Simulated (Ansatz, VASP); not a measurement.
# One calculation of AlN, two programs

The input INCAR:

```
SYSTEM = AlN
PREC = Accurate ; ENCUT = 520
EDIFF = 1E-6 ; ISMEAR = -1
SIGMA = 0.02 ; LREAL = .FALSE.
LASPH = .TRUE. ; NELM = 60
ALGO = Normal ; ISIF = 2
LWAVE = .FALSE. ; LCHARG = .FALSE.
GGA = PE ; NBANDS = 11
```

The input KPOINTS:

```
regular mesh
0
G
  10 10 10
  0 0 0
```

File POSCAR:

```
AlN
1.0
    0.0067295616      2.0255980312      2.0255980312
    2.0255980312      0.0067295616      2.0255980312
    2.0255980312      2.0255980312      0.0067295616
Al N
1 1
Direct
    0.0000000000      0.0000000000      0.0000000000
    0.5000000000      0.5000000000      0.5000000000
```

Input for Ansatz:

```yaml
crystal:
  lattice:
    - [0.0067295616, 2.0255980312, 2.0255980312]
    - [2.0255980312, 0.0067295616, 2.0255980312]
    - [2.0255980312, 2.0255980312, 0.0067295616]
  atoms:
    - { symbol: Al, position: [0.0, 0.0, 0.0] }
    - { symbol: "N", position: [0.5, 0.5, 0.5] }
kpoints:
  mp_grid: { grid: [10, 10, 10] }
  band_path:
    path:
      - [0.0, 0.0, 0.0]
      - [0.5, 0.0, 0.5]
      - [0.625, 0.25, 0.625]
      - [0.375, 0.375, 0.75]
      - [0.5, 0.5, 0.5]
      - [0.5, 0.25, 0.75]
      - [0.0, 0.5, 0.5]
    npoints: 1
hamiltonian:
  xc: pbe
scf:
  occupations: { method: fermi_dirac, width: 0.02 }
  n_extra_bands: 4
output:
  forces: true
  stress: true
  eigenvalues: true
  write_density: true
  write_potential: true
  elf: true
  volumetric_format: npy
```

Change from the starting cell: shear_111 strain +0.5%.

Alike in both runs: task single point; functional PBE; k mesh 10 × 10 × 10; occupations fermi-dirac, width 0.02 eV; no spin polarisation.

```csv
,VASP,Ansatz
version,VASP 6.6.1,Ansatz 0.2.0
potentials or method,"VASP PAW PBE potentials, release 64 (Al, N)","plane waves, PAW"
plane-wave cutoff (eV),520,420
valence electrons in the cell,8,8
```

```tsv
	VASP	Ansatz	Ansatz less VASP
gap on the k mesh at the Fermi level (eV)	4.57	4.59	+0.023
pressure (GPa)	4.8	5.1	+0.29
largest component of the traceless stress (GPa)	1.05	1.05	-0.001
```

A k mesh can miss the band edges.
